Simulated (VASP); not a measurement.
# Ru (P6_3/mmc) in VASP: further runs

One crystal, Ru, is run at these levels: PBEsol; tasks: single point.

All numbers are computed with VASP 6.6.1; they aren't measurements. Logs are shortened: lines on timing, memory, paths and dates and some standing lists are left out, and cuts for length are marked.

## 1. The undisturbed crystal

The structure is hexagonal, space group P6_3/mmc (No. 194). Conventional cell: a = 2.706 Å, b = 2.706 Å, c = 4.282 Å, α = 90.00°, β = 90.00°, γ = 120.00°. Ru (site symmetry -6m2) has 12 Ru at 2.65 to 2.71 Å as nearest neighbours.

## 2. Single point, PBEsol (grid = ENCUT=400 dk=0.35 cell=2x2x2 ISMEAR=1 SIGMA=0.1 LREAL=Auto EDIFF=1e-06)

The input, INCAR:

```
  ALGO = Fast
  EDIFF = 1E-6
  ENCUT = 400
  GGA = PS
  ISIF = 2
  ISMEAR = 1
  LASPH = T
  LCHARG = F
  LREAL = Auto
  LWAVE = F
  NBANDS = 128
  NELM = 120
  PREC = Accurate
  SIGMA = 0.1
```

The input, KPOINTS:

```
k-points
0
Gamma
  4 4 3
```

The input, POSCAR:

```
Ru
1.0
    5.4116000000      0.0000000000      0.0000000000
   -2.7058000000      4.6865830752      0.0000000000
    0.0000000000      0.0000000000      8.5638000000
Ru
16
Direct
    0.3333333334      0.1666666666      0.3750000000
    0.3333333334      0.1666666666      0.8750000000
    0.3333333334      0.6666666666      0.3750000000
    0.3333333334      0.6666666666      0.8750000000
    0.8333333333      0.1666666666      0.3750000000
    0.8333333333      0.1666666666      0.8750000000
    0.8333333333      0.6666666666      0.3750000000
    0.8333333333      0.6666666666      0.8750000000
    0.1666666666      0.3333333334      0.1250000000
    0.1666666666      0.3333333334      0.6250000000
    0.1666666666      0.8333333333      0.1250000000
    0.1666666666      0.8333333333      0.6250000000
    0.6666666666      0.3333333334      0.1250000000
    0.6666666666      0.3333333334      0.6250000000
    0.6666666666      0.8333333333      0.1250000000
    0.6666666666      0.8333333333      0.6250000000
```

Potentials or basis: VASP PAW PBE potentials, release 64 (Ru_pv).

Launch:

```
> cat potpaw_PBE.64/Ru_pv/POTCAR > POTCAR
> mpirun -np 1 vasp_std > vasp.out
```

OUTCAR:

```text
EDIFF = 1E-6
   ENCUT = 400
   GGA = PS
   ISIF = 2
   ISMEAR = 1
   LASPH = T
   LREAL = Auto
   NELM = 120
   PREC = Accurate

 Found      8 irreducible k-points:

 Following reciprocal coordinates:
            Coordinates               Weight
  0.000000  0.000000  0.000000      1.000000
  0.250000  0.000000  0.000000      6.000000
  0.500000  0.000000  0.000000      3.000000
  0.250000  0.250000  0.000000      6.000000
  0.000000  0.000000  0.333333      2.000000
  0.250000  0.000000  0.333333     12.000000
   k-points           NKPTS =      8   k-points in BZ     NKDIM =      8   number of bands    NBANDS=    128
   number of dos      NEDOS =    301   number of ions     NIONS =     16
   total plane-waves  NPLWV =  72576
   dimension x,y,z NGX =    36 NGY =   36 NGZ =   56
   dimension x,y,z NGXF=    72 NGYF=   72 NGZF=  112
   ions per type =              16
   NGX,Y,Z   is equivalent  to a cutoff of  11.06, 11.06, 10.87 a.u.
   NGXF,Y,Z  is equivalent  to a cutoff of  22.12, 22.12, 21.74 a.u.
 SYSTEM =  unknown system
   PREC   = accura    normal or accurate (medium, high low for compatibility)
   ISTART =      0    job   : 0-new  1-cont  2-samecut
   ICHARG =      2    charge: 1-file 2-atom 10-const
   ISPIN  =      1    spin polarized calculation?
   LNONCOLLINEAR =      F non collinear calculations
   LSORBIT =      F    spin-orbit coupling
   LASPH  =      T    aspherical Exc in radial PAW
   ENCUT  =  400.0 eV  29.40 Ry    5.42 a.u.   8.82  8.82 13.97*2*pi/ulx,y,z
   NELM   =    120;   NELMIN=  2; NELMDL= -5     # of ELM steps
   EDIFF  = 0.1E-05   stopping-criterion for ELM
   LREAL  =      T    real-space projection
   EDIFFG = 0.1E-04   stopping-criterion for IOM
   NSW    =      0    number of steps for IOM
   IBRION =     -1    ionic relax: 0-MD 1-quasi-New 2-CG
   NFREE  =      0    steps in history (QN), initial steepest desc. (CG)
   ISIF   =      2    stress and relaxation
   ISYM   =      2    0-nonsym 1-usesym 2-fastsym
   POTIM  = 0.5000    time-step for ionic-motion
   TEBEG  =    0.0;   TEEND  =   0.0 temperature during run
   PSTRESS=    0.0 pullay stress
   NELECT =     224.0000    total number of electrons
   NUPDOWN=      -1.0000    fix difference up-down
   EMIN   =  10.00;   EMAX   =-10.00  energy-range for DOS
   EFERMI =   0.00;   METHOD = LEGACY
   ISMEAR =     1;   SIGMA  =   0.10  broadening in eV -4-tet -1-fermi 0-gaus
   EFERMI_NEDOS =   21; number of points for ismear=-14 and -15
   IALGO  =     68    algorithm
   IMIX   =      4    mixing-type and parameters
     AMIX     =   0.40;   BMIX     =  1.00
     AMIX_MAG =   1.60;   BMIX_MAG =  1.00
  volume/ion in A,a.u.               =      13.57        91.61
  Fermi-wavevector in a.u.,A,eV,Ry     =   1.654022  3.125649 37.222674  2.735789
  Thomas-Fermi vector in A             =   2.742361
   LORBIT       =      0    0 simple, 1 ext, 2 COOP (PROOUT), +10 PAW based schemes
   GGA     = PS    functional components
   LHFCALC =     F    Hartree Fock is set to
   AEXX    =    0.0000 exact exchange contribution
   IVDW    =     0    specifies the selected vdW correction
   LEPSILON=     F    determine dielectric tensor
   LRPA    =     F    only Hartree local field effects (RPA)
 non-spin polarized calculation
 RMM-DIIS sequential band-by-band and
 Methfessel and Paxton  Order N= 1 SIGMA  =   0.10
  energy-cutoff  :      400.00
  volume of cell :      217.19
 maximum number of plane-waves:      3981
 NGX is ok and might be reduce to    36
   NGX = 17   NGY = 17   NGZ = 27

 number of electron     224.0000058 magnetization

 Free energy of the ion-electron system (eV)
  ---------------------------------------------------
  ext. energy  EPLUGINS =         0.00000000
  ---------------------------------------------------
  free energy    TOTEN  =      -162.77230043 eV

  energy without entropy =     -162.74654729  energy(sigma->0) =     -162.76371605

 E-fermi :  12.6490     XC(G=0): -14.2805

 val. band max:       12.6367017639   @ k =   0.2500   0.0000   0.3333
 cond. band min:      12.6554840945   @ k =   0.2500   0.2500   0.3333
 fundamental gap:      0.0187823306
 Fermi energy:        12.6489863462

 k-point     1 :       0.0000    0.0000    0.0000
  band No.  band energies     occupation
      1     -30.8982      2.00000
      2     -30.7850      2.00000
      3     -30.7850      2.00000
      4     -30.7850      2.00000
      5     -30.7850      2.00000
      6     -30.7850      2.00000
[... 116 lines left out ...]
    123      14.4153     -0.00000
    124      14.4212     -0.00000

 k-point     2 :       0.2500    0.0000    0.0000
  band No.  band energies     occupation
      1     -30.8458      2.00000
      2     -30.7328      2.00000
      3     -30.7328      2.00000
      4     -30.7328      2.00000
      5     -30.7328      2.00000
      6     -30.6942      2.00000
[... 116 lines left out ...]
    123      14.1998     -0.00000
    124      14.2123     -0.00000

 k-point     3 :       0.5000    0.0000    0.0000
  band No.  band energies     occupation
      1     -30.7037      2.00000
      2     -30.7037      2.00000
      3     -30.6660      2.00000
      4     -30.6660      2.00000
      5     -30.6660      2.00000
      6     -30.6660      2.00000
[... 116 lines left out ...]
    123      14.2827     -0.00000
    124      14.3070     -0.00000

 k-point     4 :       0.2500    0.2500    0.0000
  band No.  band energies     occupation
      1     -30.7480      2.00000
      2     -30.6749      2.00000
      3     -30.6749      2.00000
      4     -30.6013      2.00000
      5     -30.6013      2.00000
      6     -30.6013      2.00000
[... 116 lines left out ...]
    123      14.0690     -0.00000
    124      14.1043     -0.00000

 k-point     5 :       0.0000    0.0000    0.3333
  band No.  band energies     occupation
      1     -30.8255      2.00000
      2     -30.8058      2.00000
      3     -30.8058      2.00000
      4     -30.8058      2.00000
      5     -30.7535      2.00000
      6     -30.7535      2.00000
[... 116 lines left out ...]
    123      14.3688     -0.00000
    124      14.3765     -0.00000

 k-point     6 :       0.2500    0.0000    0.3333
  band No.  band energies     occupation
      1     -30.7826      2.00000
      2     -30.7497      2.00000
      3     -30.7497      2.00000
      4     -30.7288      2.00000
      5     -30.6957      2.00000
      6     -30.6957      2.00000
[... 116 lines left out ...]
    123      13.9543     -0.00000
    124      13.9562     -0.00000

 [... further k-points ...]

 [bands above 124 left out]

------------------------ aborting loop because EDIFF is reached ----------------------------------------

  FORCE on cell =-STRESS in cart. coord.  units (eV):
  Direction    XX          YY          ZZ          XY          YZ          ZX
  --------------------------------------------------------------------------------------
  -------------------------------------------------------------------------------------
  Total       -9.6561040     -9.6561040    -11.1319583      0.0000000     -0.0000000      0.0000000
  in kB      -71.2301720    -71.2301720    -82.1171047      0.0000000     -0.0000000      0.0000000
  external PRESSURE =     -74.8591496 kB  Pullay stress =       0.0000000 kB

 VOLUME and BASIS-vectors are now :
 -----------------------------------------------------------------------------
  energy-cutoff  :      400.00
  volume of cell :      217.19
      direct lattice vectors                 reciprocal lattice vectors
     5.411600000  0.000000000  0.000000000     0.184788233  0.106687536  0.000000000
    -2.705800000  4.686583075  0.000000000     0.000000000  0.213375072  0.000000000
     0.000000000  0.000000000  8.563800000     0.000000000  0.000000000  0.116770592

 POSITION                                       TOTAL-FORCE (eV/Angst)
 -----------------------------------------------------------------------------------
      1.35290      0.78110      3.21143         0.000000     -0.000000     -0.000000
      1.35290      0.78110      7.49333        -0.000000     -0.000000     -0.000000
      0.00000      3.12439      3.21143         0.000000      0.000000      0.000000
      0.00000      3.12439      7.49333         0.000000      0.000000     -0.000000
      4.05870      0.78110      3.21143        -0.000000     -0.000000      0.000000
      4.05870      0.78110      7.49333         0.000000     -0.000000     -0.000000
[... 8 lines left out ...]
      1.35290      3.90549      1.07048         0.000000     -0.000000      0.000000
      1.35290      3.90549      5.35238         0.000000      0.000000      0.000000
 -----------------------------------------------------------------------------------
    total drift:                                0.000001      0.000002      0.000000

  FREE ENERGIE OF THE ION-ELECTRON SYSTEM (eV)
  ---------------------------------------------------
  free  energy   TOTEN  =      -162.7723004275 eV

  energy  without entropy=     -162.7465472940  energy(sigma->0) =     -162.76371605
```

It took 3.5 min on 1 thread of Intel Xeon 6975P-C (Granite Rapids), shared host; peak memory 0.31 GiB.

These settings aren't checked as converged: the numbers below hold their error.

What came out:

| Item | Value |
| --- | --- |
| Free energy | -162.7723 eV |
| Pressure | -7.5 GPa |
| Band gap on the k mesh | none (metal or under the smearing width) |

Caveat: the PAW data sets were made with another functional, which shifts forces and pressure a little.

## 3. Single point, PBEsol (grid = ENCUT=460 dk=0.35 cell=2x2x2 ISMEAR=1 SIGMA=0.1 LREAL=Auto EDIFF=1e-06)

INCAR: that of step 2 with these lines changed.

```diff
@@ -2,3 +2,3 @@
   EDIFF = 1E-6
-  ENCUT = 400
+  ENCUT = 460
   GGA = PS
```

KPOINTS is that of step 2.

POSCAR is that of step 2.

Potentials or basis: VASP PAW PBE potentials, release 64 (Ru_pv).

Launch:

```
> cat potpaw_PBE.64/Ru_pv/POTCAR > POTCAR
> mpirun -np 1 vasp_std > vasp.out
```

OUTCAR:

```text
EDIFF = 1E-6
   ENCUT = 460
   GGA = PS
   ISIF = 2
   ISMEAR = 1
   LASPH = T
   LREAL = Auto
   NELM = 120
   PREC = Accurate

 Found      8 irreducible k-points:

 Following reciprocal coordinates:
            Coordinates               Weight
  0.000000  0.000000  0.000000      1.000000
  0.250000  0.000000  0.000000      6.000000
  0.500000  0.000000  0.000000      3.000000
  0.250000  0.250000  0.000000      6.000000
  0.000000  0.000000  0.333333      2.000000
  0.250000  0.000000  0.333333     12.000000
[... 848 lines left out ...]
  Total       -8.6122582     -8.6122582    -10.2514758      0.0000000     -0.0000000      0.0000000
  in kB      -63.5300356    -63.5300356    -75.6220503      0.0000000     -0.0000000      0.0000000
  external PRESSURE =     -67.5607072 kB  Pullay stress =       0.0000000 kB

 VOLUME and BASIS-vectors are now :
 -----------------------------------------------------------------------------
  energy-cutoff  :      460.00
  volume of cell :      217.19
      direct lattice vectors                 reciprocal lattice vectors
     5.411600000  0.000000000  0.000000000     0.184788233  0.106687536  0.000000000
    -2.705800000  4.686583075  0.000000000     0.000000000  0.213375072  0.000000000
     0.000000000  0.000000000  8.563800000     0.000000000  0.000000000  0.116770592

 POSITION                                       TOTAL-FORCE (eV/Angst)
 -----------------------------------------------------------------------------------
      1.35290      0.78110      3.21143         0.000000     -0.000000     -0.000000
      1.35290      0.78110      7.49333        -0.000000     -0.000000     -0.000000
      0.00000      3.12439      3.21143        -0.000000     -0.000000     -0.000000
      0.00000      3.12439      7.49333        -0.000000     -0.000000     -0.000000
      4.05870      0.78110      3.21143        -0.000000      0.000000      0.000000
      4.05870      0.78110      7.49333        -0.000000     -0.000000      0.000000
[... 8 lines left out ...]
      1.35290      3.90549      1.07048        -0.000000     -0.000000     -0.000000
      1.35290      3.90549      5.35238        -0.000000      0.000000     -0.000000
 -----------------------------------------------------------------------------------
    total drift:                                0.000001      0.000002     -0.000000

  FREE ENERGIE OF THE ION-ELECTRON SYSTEM (eV)
  ---------------------------------------------------
  free  energy   TOTEN  =      -162.7775457586 eV

  energy  without entropy=     -162.7517707915  energy(sigma->0) =     -162.76895410
```

Wall time 3.9 min (1 thread of Intel Xeon 6975P-C (Granite Rapids), shared host); peak memory 0.35 GiB.

The run converged, but some of its settings lie outside the range that counts as converged, so its numbers aren't taken as properties of the crystal.

Results:

```
Free energy            : -162.7775 eV
Pressure               : -6.8 GPa
Band gap on the k mesh : none (metal or under the smearing width)
```

Caveat: the PAW data sets were made with another functional, which shifts forces and pressure a little.

## 4. Single point, PBEsol (grid = ENCUT=520 dk=0.35 cell=2x2x2 ISMEAR=1 SIGMA=0.1 LREAL=Auto EDIFF=1e-06)

INCAR: that of step 3 with these lines changed.

```diff
@@ -2,3 +2,3 @@
   EDIFF = 1E-6
-  ENCUT = 460
+  ENCUT = 520
   GGA = PS
```

KPOINTS is that of step 3.

POSCAR is that of step 3.

Launch:

```
> cat potpaw_PBE.64/Ru_pv/POTCAR > POTCAR
> mpirun -np 1 vasp_std > vasp.out
```

Run time: 4.9 min. Hardware: 1 thread of Intel Xeon 6975P-C (Granite Rapids), shared host; peak memory 0.39 GiB.

The run converged, but some of its settings lie outside the range that counts as converged, so its numbers aren't taken as properties of the crystal.

Results:

```
Free energy            : -162.7846 eV
Pressure               : -6.7 GPa
Band gap on the k mesh : none (metal or under the smearing width)
```

Caveat: the PAW data sets were made with another functional, which shifts forces and pressure a little.
